The separation energy is the energy, per area of cut, needed to open a crystal across one plane, and the traction is its slope with respect to the opening. Here graphite is cut between two of its carbon sheets, and the two sides are moved apart rigidly in a density-functional calculation with a pairwise dispersion correction. One of the four interlayer gaps in the repeated cell changes, while every carbon–carbon bond within the sheets stays intact. An opening of zero means the relaxed crystal, and a negative opening means that the sheets at the cut are pressed together.

Rigid opening of graphite (P6_3/mmc, a = 2.465 Å, c = 6.739 Å) at one (001) plane per 8-atom cell, without relaxation, computed with Ansatz 0.2.0 (plane-wave PAW, scalar-relativistic, PBE with D3(BJ), no spin polarisation). Cutoff 420 eV, Gamma-centred 22×22×4 k mesh, Gaussian smearing 0.15 eV; free energies are relative to the relaxed crystal, per area of cut.

```tsv
opening (Å)	separation energy (mJ/m²)	traction (GPa (slope of the separation energy))	gap on mesh (eV)
-0.3	69.5	-5.590	0.233
-0.15	14.7	-2.070	0.277
0	0.0	-0.040	0.309
0.25	21.6	1.500	0.343
0.5	65.6	1.910	0.363
0.75	112.8	1.830	0.375
1	155.6	1.590	0.382
1.5	221.6	1.080	0.389
2	265.5	0.710	0.393
3	313.3	0.310	0.394
```

Two forces shape the curve. When the sheets are close, their electron clouds overlap and repel, because the Pauli principle forces electrons into states of higher energy. Dispersion, the attraction between correlated charge fluctuations, reaches much farther. A pair of argon atoms is the simpler system with the same balance: steep repulsion at contact and a long, soft pull outside it. The comparison holds for the shape only, since the pull between extended sheets fades more slowly with distance than that between two atoms.

The simple pattern for such curves is the universal binding-energy relation, also called the Rose curve. It describes the energy $\gamma$ at opening $x$ by one energy $G$ and one length $\ell$:

$$\gamma(x)=G\left[1-\left(1+\frac{x}{\ell}\right)e^{-x/\ell}\right].$$

A least-squares fit to the six rows from −0.15 to 1 Å gives $G=287$ mJ/m² and $\ell=0.55$ Å. From 0.25 to 1 Å it follows the computed energies to better than 1 mJ/m². In this range the simple pattern holds.

The pattern breaks at the far end. The Rose curve, continued to rows that had no part in the fit, lies too low by 2 % of the computed energy at 1.5 Å, by 5 % at 2 Å and by 11 % at 3 Å. The last computed energy, 313.3 mJ/m², is already above the level at which the fitted curve would end. The sheets are still pulling on each other when the Rose curve has almost let go. The percentages belong to this choice of fitted rows: a fit that included the far rows would be expected to shrink them, at the price of a poorer match near contact.

The likely cause is the exponential in the formula. It makes the attraction die out in the manner of overlap, whereas dispersion fades as a power of the distance. The column "gap on mesh" gives a separate view of that overlap. It is not a true band gap, because the mesh of k points misses the corner of the Brillouin zone where the bands of graphite meet, but it does respond to electronic coupling between the sheets. From 2 to 3 Å it changes by less than 0.002 eV, while the separation energy climbs by another 47.8 mJ/m². The coupling across the cut has practically ended, yet the attraction goes on, as dispersion should. The energy is not split into its parts here, so this last step is an inference.

A better curve follows from counting who attracts whom. The dispersion energy of two atoms falls as $r^{-6}$. An atom at distance $d$ from a sheet feels mainly the atoms within a patch whose area grows as $d^2$, so the energy between sheets falls as $d^{-4}$. Across the cut there is one pair of sheets at one layer spacing $h$, two pairs at $2h$, three at $3h$ and four at $4h$; more distant pairs are neglected. Relative to the nearest pair in the closed crystal, their attraction is

$$A(x)=\sum_{k=1}^{4}\frac{k}{(k+x/h)^4},\qquad h=3.37\ \text{Å}.$$

The repulsion is taken as an exponential of length $s$. Its strength is not free, because the two forces must cancel at zero opening. This gives

$$\gamma(x)=C\left[A(0)-A(x)-p\,s\left(1-e^{-x/s}\right)\right],$$

$$p=\frac{4}{h}\left(1+\frac{2}{2^5}+\frac{3}{3^5}+\frac{4}{4^5}\right)=1.28\ \text{Å}^{-1}.$$

The model thus has one energy and one length to fit, as many as the Rose curve. The same six rows give $C=525.6$ mJ/m² and $s=0.347$ Å. The two constants can partly compensate each other, so neither should be read as a property of graphite.

The row at 3 Å, which was outside the fit, serves as the worked case. The sum is $A(0)=1.178$ for the closed crystal and $A(3\ \text{Å})=0.127$ for the open one, and the exponential has vanished. Hence

$$\gamma\approx 525.6\times(1.178-0.127-1.28\times0.347)\approx 319\ \text{mJ/m}^2.$$

This is 2 % above the computed energy, where the Rose curve was 11 % below it.

The traction is a sharper test, because a slope exposes errors that an energy hides. At 3 Å the computed value is 0.310 GPa. The Rose curve gives only 40 % of it, whereas the layer model gives 13 % too much. The model leaves out the damping of dispersion at short range, the steeper higher-order term that D3 adds for each pair of atoms, and any attraction due to overlap. A constant $C$ fitted near contact is expected to absorb the steeper term, which has largely faded at 3 Å, and so to overstate the tail; this matches the sign of the excess, but the parts were not computed separately here. The success of the layer model is consistent with the power-law tail which the dispersion correction puts into the calculation, though the exponent was set and not fitted; whether real graphite follows the same law is a separate question.

A second break appears under compression. At −0.3 Å, also outside the fits, the Rose curve falls short of the computed energy by 12 %, the layer model by 4 %. The likely reason is that the Rose curve must describe repulsion and attraction with a single length, although the repulsion between the sheets rises over a shorter distance than the attraction fades. The row at −0.15 Å is less telling. Although it was fitted, it is the worst fitted row of both models, and both lie below it. Part of the miss in both compressed rows has another source: both curves are flat at zero opening, where the computed traction is still −0.040 GPa. Over 0.3 Å this slope alone amounts to about 1.2 mJ/m², roughly half of the layer model's miss of 2.5 mJ/m² and a smaller share of the Rose miss of 8.1 mJ/m². Only the Rose curve is therefore clearly broken under compression, and by less than the 12 % suggests.

For anyone who wants to part the sheets, the two ends of the curve matter differently. The largest sampled traction, 1.910 GPa at 0.5 Å, is about the stress needed to lift a whole rigid plane at once, and both models reproduce it closely. The total work of separation depends on the tail, and the table stops before that work is complete. The layer model puts the missing part at roughly $525.6\times0.127\approx67$ mJ/m². Since the model pulls 13 % too hard at 3 Å, this is probably on the high side; scaling it down by that excess gives about 60 mJ/m², and either figure is a rough extrapolation. Half of the last tabulated energy would therefore underestimate the energy of each new surface at this level of theory. Where dispersion holds two faces together, a curve fitted near contact can give a sound strength and still too small a work of separation.
